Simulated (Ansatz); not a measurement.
**Al_i (6-fold void) in AlN (P6_3mc): charge-transition levels and formation energies**

Charge states of Al_i (6-fold void) in AlN (P6_3mc), set against the band edges. Model: a cell of 72 host atoms with 1 Al put in.

Method: place-levels on r2SCAN runs: charge-transition levels and formation energies with image-charge correction and potential alignment at the atomic sites, in Ansatz 0.2.0.

## 1. Starting point

The cell holds 73 atoms: 37 Al and 36 N. Its edges and angles: a = 9.320 Å, b = 9.320 Å, c = 9.957 Å, α = 90.0°, β = 90.0°, γ = 120.0°. It derives from AlN (space group P6_3mc). Nearest the centre at fractional (0.768, 0.717, 0.095): Al73 at 0.00 Å, N71 at 1.82 Å, Al65 at 1.82 Å, N60 at 1.82 Å, Al62 at 1.82 Å, N68 at 1.82 Å, Al70 at 1.82 Å, Al33 at 2.78 Å.

Structure file:

```xyz
73
Lattice="9.3201 0.0000 0.0000 -4.6600 8.0714 0.0000 0.0000 0.0000 9.9571" Properties=species:S:1:pos:R:3 pbc="T T T"
Al    1.5533    0.8968    2.4853
Al    0.0000    1.7937    4.9746
N     1.5533    0.8968    4.3851
N     0.0000    1.7937    1.8958
Al    1.5533    0.8968    7.4639
Al    0.0000    1.7937    9.9532
N     1.5533    0.8968    9.3637
N     0.0000    1.7937    6.8744
Al    0.0000    3.5873    2.4853
Al   -1.5533    4.4841    4.9746
N     0.0000    3.5873    4.3851
N    -1.5533    4.4841    1.8958
Al    0.0000    3.5873    7.4639
Al   -1.5533    4.4841    9.9532
N     0.0000    3.5873    9.3637
N    -1.5533    4.4841    6.8744
Al   -1.5533    6.2778    2.4853
Al   -3.1067    7.1746    4.9746
N    -1.5533    6.2778    4.3851
N    -3.1067    7.1746    1.8958
Al   -1.5533    6.2778    7.4639
Al   -3.1067    7.1746    9.9532
N    -1.5533    6.2778    9.3637
N    -3.1067    7.1746    6.8744
Al    4.6600    0.8968    2.4853
Al    3.1067    1.7937    4.9746
N     4.6600    0.8968    4.3851
N     3.1067    1.7937    1.8958
Al    4.6600    0.8968    7.4639
Al    3.1067    1.7937    9.9532
N     4.6600    0.8968    9.3637
N     3.1067    1.7937    6.8744
Al    3.1067    3.5873    2.4853
Al    1.5533    4.4841    4.9746
N     3.1067    3.5873    4.3851
N     1.5533    4.4841    1.8958
Al    3.1067    3.5873    7.4639
Al    1.5533    4.4841    9.9532
N     3.1067    3.5873    9.3637
N     1.5533    4.4841    6.8744
Al    1.5533    6.2778    2.4853
Al    0.0000    7.1746    4.9746
N     1.5533    6.2778    4.3851
N     0.0000    7.1746    1.8958
Al    1.5533    6.2778    7.4639
Al    0.0000    7.1746    9.9532
N     1.5533    6.2778    9.3637
N     0.0000    7.1746    6.8744
Al    7.7667    0.8968    2.4853
Al    6.2134    1.7937    4.9746
N     7.7667    0.8968    4.3851
N     6.2134    1.7937    1.8958
Al    7.7667    0.8968    7.4639
Al    6.2134    1.7937    9.9532
N     7.7667    0.8968    9.3637
N     6.2134    1.7937    6.8744
Al    6.2134    3.5873    2.4853
Al    4.6600    4.4841    4.9746
N     6.2134    3.5873    4.3851
N     4.6600    4.4841    1.8958
Al    6.2134    3.5873    7.4639
Al    4.6600    4.4841    9.9532
N     6.2134    3.5873    9.3637
N     4.6600    4.4841    6.8744
Al    4.6600    6.2778    2.4853
Al    3.1067    7.1746    4.9746
N     4.6600    6.2778    4.3851
N     3.1067    7.1746    1.8958
Al    4.6600    6.2778    7.4639
Al    3.1067    7.1746    9.9532
N     4.6600    6.2778    9.3637
N     3.1067    7.1746    6.8744
Al    3.8171    5.7911    0.9459
```

Screening for the image-charge correction: ε∞ = (4.48, 4.48, 4.71), ε0 = (8.13, 8.13, 9.66), from a response run on this crystal (DFPT, PBEsol) at that run's own cell.

The cell's shortest repeat is 9.3 Å.

## 2. Charge states

A transition level is the Fermi level at which two charge states cost the same, so each charge needs its own total energy, at its own relaxed structure.

Random displacements of about 0.05 Å break the site symmetry at the start, so that the relaxation can reach a distorted minimum if there is one. Forces are taken at one point at (¼, ¼, ¼). The cell holds 1 electron fewer than the neutral one, with a uniform background that keeps it neutral on the whole.

The sampling was tested on the host first: at the k-points planned (1x1x1 shifted 0.25 0.25 0.25) its energy lies -0.014 eV an atom from the dense-mesh value, under the bound of 0.02 eV set for this test; that bounds the host's error, not the defect's.

One state's input; the others differ in charge, spin, start and seed, and in occupations where the table says so.

qp1.relax/input.yaml

```yaml
crystal:
  lattice:
    - [3.10669606, 3.0e-08, 0.0]
    - [-1.55334806, 2.6904777, 0.0]
    - [0.0, 0.0, 4.97856035]
  atoms:
    - { symbol: Al, position: [0.66666667, 0.33333333, 0.49920451] }
    - { symbol: Al, position: [0.33333333, 0.66666667, 0.99920451] }
    - { symbol: "N", position: [0.66666667, 0.33333333, 0.88079549] }
    - { symbol: "N", position: [0.33333333, 0.66666667, 0.38079549] }
  supercell: [3, 3, 2]
  defects:
    - { interstitial: { symbol: Al, position: [0.768304, 0.717485, 0.095] } }
total_charge: 1
basis:
  ecutwfc: 500
  xc_grid: 2
hamiltonian:
  xc: r2scan
kpoints:
  mp_grid: { grid: [1, 1, 1], shift: [0.25, 0.25, 0.25] }
scf:
  occupations: { method: fixed }
  max_iter: 60
output:
  forces: true
  charged_corrections: { epsilon: [4.48, 4.48, 4.71], static_epsilon: [8.13, 8.13, 9.66] }
relax:
  f_tol: 0.02
  max_steps: 80
  random_displacement: { amplitude: 0.05, seed: 9109 }
checkpoint:
  write: "../qp1.relax.run"
  compress: false
  write_wavefunctions: true
  write_every: 100000
```

Command:

```
$ ansatz run input.yaml --threads 4 --pin off --max-ram 7536MiB --backend cpu --events-out ev --progress --plain --runs-dir out
```

The relaxed structure is kept and the sampling changed to a 2×2×2 shifted mesh.

The run of this state that the levels use, under r2SCAN:

qp1.point/input.yaml

```yaml
crystal:
  checkpoint: "../qp1.relax.run"
  host: checkpoint
total_charge: 1
basis:
  ecutwfc: 500
  xc_grid: 2
hamiltonian:
  xc: r2scan
kpoints:
  mp_grid: { grid: [2, 2, 2], shift: [0.5, 0.5, 0.5] }
scf:
  occupations: { method: fermi_dirac, width: 0.01 }
  max_iter: 60
output:
  forces: true
  eigenvalues: true
  charged_corrections:
    epsilon: [4.48, 4.48, 4.71]
    static_epsilon: [8.13, 8.13, 9.66]
    defect_position: [0.768304, 0.717485, 0.095]
  eigenstates: { localisation: true }
  populations: true
  band_densities: [{ bands: [v1, v1] }, { bands: [c1, c1] }]
  write_density: true
  write_potential: true
  volumetric_format: npy
checkpoint:
  read: "../qp1.relax.run"
  write: "../qp1.point.run"
  compress: false
  write_wavefunctions: false
  write_every: 100000
```

Relaxations under r2SCAN at one point at (¼, ¼, ¼); times on 4 threads of Arm Neoverse V1, shared host:

```tsv
charge	moment (μB)	occupations	outcome	steps	largest displacement against the far atoms (Å)	time
0	1	fixed	converged	15	0.88	8.1 min
+1	0	fixed	converged	16	0.82	3.1 min
+2	1	fixed	converged	11	0.89	5.3 min
+3	0	fixed	converged	9	0.82	1.8 min
```

Single points under r2SCAN at a 2×2×2 shifted mesh; times on 4 threads of Arm Neoverse V1, shared host:

```tsv
charge	moment (μB)	occupations	outcome	time
0	1	fermi-dirac	converged	3.3 min
+1	0	fermi-dirac	converged	79 s
+2	1	fermi-dirac	converged	3.3 min
+3	0	fermi-dirac	converged	77 s
```

Distances (Å) from Al73 to the nearest atoms after relaxation with r2SCAN:

```tsv
charge	moment (μB)	1.	2.	3.	4.	5.	6.
0	1	N 1.85	N 2.04	N 2.05	Al 2.29	Al 2.36	Al 2.37
+1	0	N 1.83	N 1.93	N 1.93	Al 2.35	Al 2.36	Al 2.36
+2	1	N 1.84	N 1.84	N 1.84	Al 2.40	Al 2.40	Al 2.40
+3	0	N 1.89	N 1.89	N 1.89	N 2.30	N 2.30	N 2.31
```

## 3. Placing the levels, r2SCAN

A charged cell interacts with its images and the background, and its potential has another zero than the host's. place-levels removes the first by a point-charge model, screened by the static dielectric constant since the ions have relaxed around the charge, and the second by comparing potentials at atoms far from the defect.

The host is a run of the defect-free crystal in the same cutoffs, grids and k-points, so that basis and sampling errors cancel in part in the differences. The host is run in a cell of 8 atoms on a matching mesh. Its band edges are searched through the zone by a band path, so the gap is smaller than, or equal to, that on the mesh. Chemical potentials are energies per atom of Al (fcc), run with the same functional and cutoff.

levels.point.yaml

```yaml
host:
  run: host.point.run
states: [q0_M1.point.run, qp1.point.run, qp2_M1.point.run, qp3.point.run]
geometry_from:
  q0_M1.point.run: q0_M1.relax.run
  qp1.point.run: qp1.relax.run
  qp2_M1.point.run: qp2_M1.relax.run
  qp3.point.run: qp3.relax.run
  host.point.run: host.relax.run
chemical_potentials:
  Al:
    energy: -540.416008
    dataset: <sha256 of the dataset>
epsilon: [4.48, 4.48, 4.71]
static_epsilon: [8.13, 8.13, 9.66]
vertical:
  - { from: qp1.point.run, to: qp1.point_neutral.run }
  - { from: qp2_M1.point.run, to: qp2_M1.point_neutral.run }
  - { from: qp3.point.run, to: qp3.point_neutral.run }
```

Command:

```
$ ansatz place-levels levels.point.yaml -- --threads 4 --pin off --max-ram 7536MiB
```

Numbers of over 12 decimals in the logs are rounded to 6 here.

Log:

```text
[... repeated set-up lines and file paths are left out, and long positions are rounded to six places ...]
(+3/+2) 2.969 eV above the valence edge, 1.915 eV under the conduction edge
(+2/+1) 3.120 eV above the valence edge, 1.765 eV under the conduction edge
(+1/0) 4.453 eV above the valence edge, 0.432 eV under the conduction edge
formation energy of charge +3: -0.202 eV with the Fermi level at the valence edge
formation energy of charge +2: +2.767 eV with the Fermi level at the valence edge
formation energy of charge +1: +5.888 eV with the Fermi level at the valence edge
formation energy of charge 0: +10.341 eV with the Fermi level at the valence edge
vertical +1 to 0: no energy, since no alignment is typed
  the change from vertical[0].from (qp1.point.run) to vertical[0].to (qp1.point_neutral.run): by its potential at epsilon [4.48, 4.48, 4.71] it stands at 0.724 0.705 0.132, with an rms radius of about 3.3 Å (1.9 1.9 1.9 Å across the planes of the cell's [...]
vertical +2 to 0: no energy, since no alignment is typed
  the change from vertical[1].from (qp2_M1.point.run) to vertical[1].to (qp2_M1.point_neutral.run): by its potential at epsilon [4.48, 4.48, 4.71] it stands at 0.664 0.673 0.112, with an rms radius of about 3.5 Å (1.9 1.9 2.2 Å across the planes of the cell's [...]
vertical +3 to 0: no energy, since no alignment is typed
  the change from vertical[2].from (qp3.point.run) to vertical[2].to (qp3.point_neutral.run): by its potential at epsilon [4.48, 4.48, 4.71] it stands at 0.679 0.656 0.085, with an rms radius of about 4.3 Å (2.4 2.4 2.6 Å across the planes of the cell's [...]
  edges by r2scan, gap 4.885 eV; the host is sampled to repeats of 18.64 Å
  the defect's cells are sampled to repeats of 18.64 Å, like sampling
  charge +3: -33986.8643 eV with its correction of +2.831 eV, at epsilon [8.13, 8.13, 9.66], aligned at sites: +0.1542 eV, mean over 32 atomic sites at or beyond 4.66 Å from the defect at [0.7683, 0.7175, 0.0950], with +0.001182 for the charge's moments and [...]
  charge +2: -33976.9716 eV with its correction of +1.406 eV, at epsilon [8.13, 8.13, 9.66], aligned at sites: +0.1768 eV, mean over 32 atomic sites at or beyond 4.66 Å from the defect at [0.7683, 0.7175, 0.0950], with +0.000837 for the charge's moments and [...]
  charge +1: -33966.9281 eV with its correction of +0.468 eV, at epsilon [8.13, 8.13, 9.66], aligned at sites: +0.2052 eV, mean over 32 atomic sites at or beyond 4.66 Å from the defect at [0.7683, 0.7175, 0.0950], with +0.000479 for the charge's moments and [...]
  charge 0: +0.000 eV for its dipole among its images, +0.176 omitted
  of states[3] (qp3.point.run): it parts from the run at its places by a charge that spreads by about 2.4 Å along one vector (1.4 Å or more is wide), by its potential at epsilon [4.48, 4.48, 4.71], taken for that of held ions (one typed too small widens it), [...]
  of states[2] (qp2_M1.point.run): it parts from the run at its places by a charge that spreads by about 1.9 Å along one vector (1.4 Å or more is wide), by its potential at epsilon [4.48, 4.48, 4.71], taken for that of held ions (one typed too small widens [...]
  of states[1] (qp1.point.run): it parts from the run at its places by a charge that spreads by about 1.9 Å along one vector (1.4 Å or more is wide), by its potential at epsilon [4.48, 4.48, 4.71], taken for that of held ions (one typed too small widens it), [...]
  of states[0] (q0_M1.point.run): the far atoms show a dipole or second moment of the defect's charge, for which the correction takes or leaves out 0.176 eV: further moments aren't read, and the relaxed atoms' own pattern can pass for one, so compare a larger [...]
  of vertical[0].from (qp1.point.run): it parts from the run at its places by a charge that spreads by about 1.9 Å along one vector (1.4 Å or more is wide), by its potential at epsilon [4.48, 4.48, 4.71], taken for that of held ions (one typed too small [...]
  of vertical[0].to (qp1.point_neutral.run): stability_check_not_made
  of vertical[1].from (qp2_M1.point.run): its displacements don't fall off away from the defect: farther atoms stand 0.026 Å off the host's places. [...]
  vertical[1].to (qp2_M1.point_neutral.run): levels filled in part (TS 0.004 eV): its energy is of no whole electron's
  of vertical[1].to (qp2_M1.point_neutral.run): its displacements don't fall off away from the defect: farther atoms stand 0.026 Å off the host's places. [...]
  of vertical[2].from (qp3.point.run): its displacements don't fall off away from the defect: farther atoms stand 0.036 Å off the host's places. [...]
  vertical[2].to (qp3.point_neutral.run): levels filled in part (TS 0.007 eV): its energy is of no whole electron's
  of vertical[2].to (qp3.point_neutral.run): its displacements don't fall off away from the defect: farther atoms stand 0.036 Å off the host's places. [...]
```

Wall time 0.56 s (4 threads of Arm Neoverse V1, shared host).

Levels between the charges placed, in eV above the valence top:

```tsv
	gap (eV)	(+3/+2)	(+2/+1)	(+1/0)
r2SCAN	4.88	2.97	3.12	4.45
```

Corrections by state:

```tsv
charge	moment (μB)	image terms and alignment (eV)	band filling (eV)	ε used	over the lowest of its charge, as the program ranks them, band filling apart (eV)
+3	0.0	2.831	-	principal values (8.13, 8.13, 9.66)	0.000
+2	1.0	1.406	-	principal values (8.13, 8.13, 9.66)	0.000
+1	0.0	0.468	-	principal values (8.13, 8.13, 9.66)	0.000
0	1.0	0.000	-	-	0.000
```

The charged structures listed were also run neutral, and place-levels reads from each pair, by the potential or the spins, how wide the charge is by which they differ; that can be the carrier of either run.

```tsv
charge	rms radius (Å)	spread where it is widest against the cell (Å)	wide from (Å)	reading
+3	4.3	2.43	1.40	wide
+2	3.5	1.92	1.40	wide
+1	3.3	1.93	1.40	wide
```

The neutral runs of these pairs need not share the spin of the lowest neutral state, and very wide values only mean spread over the cell.

From the program's caveats on the states, each cut to its opening words:

- charge +3: it parts from the run at its places by a charge that spreads by about 2.4 Å along one vector (1.4 Å or more is wide), by its potential at epsilon [4.48, 4.48, [...]
- charge +3: its alignment with the host at atomic sites is doubtful: the mean over the far sites moves by -0.0767 eV from their farther parts to their nearer, more than [...]
- charge +3: the far atoms show a dipole or second moment of the defect's charge, for which the correction takes or leaves out 0.075 eV: further moments aren't read, and [...]
- charge +3: its displacements don't fall off away from the defect: farther atoms stand 0.036 Å off the host's places
- charge +2 (1 μB), +1: it parts from the run at its places by a charge that spreads by about 1.9 Å along one vector (1.4 Å or more is wide), by its potential at epsilon [4.48, 4.48, [...]
- charge +2 (1 μB): the far atoms show a dipole or second moment of the defect's charge, for which the correction takes or leaves out 0.066 eV: further moments aren't read, and [...]
- charge +2 (1 μB): its displacements don't fall off away from the defect: farther atoms stand 0.026 Å off the host's places
- charge +2 (1 μB), 0 (1 μB): flagged: stability check not made
- charge +1: the far atoms show a dipole or second moment of the defect's charge, for which the correction takes or leaves out 0.085 eV: further moments aren't read, and [...]
- charge 0 (1 μB): the far atoms show a dipole or second moment of the defect's charge, for which the correction takes or leaves out 0.176 eV: further moments aren't read, and [...]

Chemical potentials of the elements' reference phases, run alike. Formation energies (elemental references), with the Fermi level at the valence top and at the conduction bottom (gap 4.88 eV):

```tsv
charge	at valence top (eV)	at conduction bottom (eV)	correction included (eV)
+3	-0.20	14.45	2.83
+2	2.77	12.54	1.41
+1	5.89	10.77	0.47
0	10.34	10.34	0.00
```

```
Fermi level (eV)  lowest formation energy (eV)
            0.00                         -0.20
            0.44                          1.13
            0.89                          2.46
            1.33                          3.79
            1.77                          5.12
            2.22                          6.45
            2.67                          7.80
            3.11                          8.99
            3.55                          9.44
            4.00                          9.89
            4.44                         10.33
            4.88                         10.34
```

## 4. Effect of the sampling

The relaxations' own energies give the levels at their sampling, for comparison.

levels.relax_mesh.yaml

```yaml
host:
  run: host.relax.run
states: [q0_M1.relax.run, qp1.relax.run, qp2_M1.relax.run, qp3.relax.run]
chemical_potentials:
  Al:
    energy: -540.416008
    dataset: <sha256 of the dataset>
```

Command:

```
$ ansatz place-levels levels.relax_mesh.yaml -- --threads 4 --pin off --max-ram 7536MiB
```

Log:

```text
(+3/+2) 3.011 eV above the valence edge, 1.881 eV under the conduction edge
(+2/+1) 3.179 eV above the valence edge, 1.714 eV under the conduction edge
(+1/0) 4.486 eV above the valence edge, 0.407 eV under the conduction edge
formation energy of charge +3: -0.250 eV with the Fermi level at the valence edge
formation energy of charge +2: +2.761 eV with the Fermi level at the valence edge
formation energy of charge +1: +5.939 eV with the Fermi level at the valence edge
formation energy of charge 0: +10.425 eV with the Fermi level at the valence edge
  edges by r2scan, gap 4.892 eV; the host is sampled to repeats of 13.64 Å
[... the lines on each state left out ...]
```

It took 0.16 s on 4 threads.

Levels between neighbouring charges, in eV above the valence top:

```tsv
	gap (eV)	(+3/+2)	(+2/+1)	(+1/0)
one point at (¼, ¼, ¼)	4.89	3.01	3.18	4.49
a 2×2×2 shifted mesh	4.88	2.97	3.12	4.45
```

Going from one point at (¼, ¼, ¼) to a 2×2×2 shifted mesh moves the levels that carry no band-filling term by up to 0.06 eV and formation energies against the elements by up to 0.08 eV.

## 5. What came out

```json
{"gap of the host": "4.88 eV (r2SCAN)", "level (plus 3/plus 2)": "2.97 eV above the valence top", "level (plus 2/plus 1)": "3.12 eV above the valence top", "level (plus 1/0)": "4.45 eV above the valence top", "lowest of the charges placed, just above the valence top (0.02 eV)": "+3", "lowest of the charges placed, just below the conduction bottom (0.02 eV)": "0", "lowest formation energy at mid-gap of the charges run, elemental references": "7.13 eV"}
```

Of the charges placed (0, +1, +2 and +3), the lowest changes at 2.97 eV (+3/+2), 3.12 eV (+2/+1) and 4.45 eV (+1/0) above the valence top, in a gap of 4.88 eV. (+1/0) lies nearer to a band edge than the share of the finite-size correction in it (0.47 eV), and that correction holds for a localised charge alone. Charges above +3 and below 0 were not placed, so these runs say nothing of levels that involve them. States placed: +3 at 0 μB; +2 at 1 μB; +1 at 0 μB; 0 at 1 μB. Other spin states or structures, where not listed, weren't placed. Corrections reach 2.8 eV, so the cell is small for these charges and their levels are rough. At charge 0, +1, +2 and +3 the atom put in ends up to 0.9 Å from its starting place, so the name tells the start alone and the levels can join different sites. Going from one point at (¼, ¼, ¼) to a 2×2×2 shifted mesh moves the levels that carry no band-filling term by up to 0.06 eV and formation energies against the elements by up to 0.08 eV. The program doubts the alignment of potentials for at least one state, a sign that the cell is small. Limits: r2SCAN makes the gap too small and tends to spread out bound carriers; where a gas molecule sets a chemical potential or the host's formation energy, its binding is uncorrected; force components of up to 0.11 eV/Å remain in a run at the final settings.

[Logs are printed without paths, hosts, clocks, repeated set-up lines and the standing remarks that a program may print on its own settings, such as how far it seeks lower states.]

[Hosts, paths, dates, database ids (printed as entryN), source tags and the programs' standing remarks are cut or masked in the printed files.]

[Where a table of states has a column of steps, it counts the stored structures, which are thinned; the runs took as many ionic steps or more.]

[A defect's name tells the site on which it was built; relaxed atoms can leave that site.]

[For some hosts the program warned that the k-mesh of the response run may be too coarse for force constants and the static dielectric constant; such warnings are not shown here.]
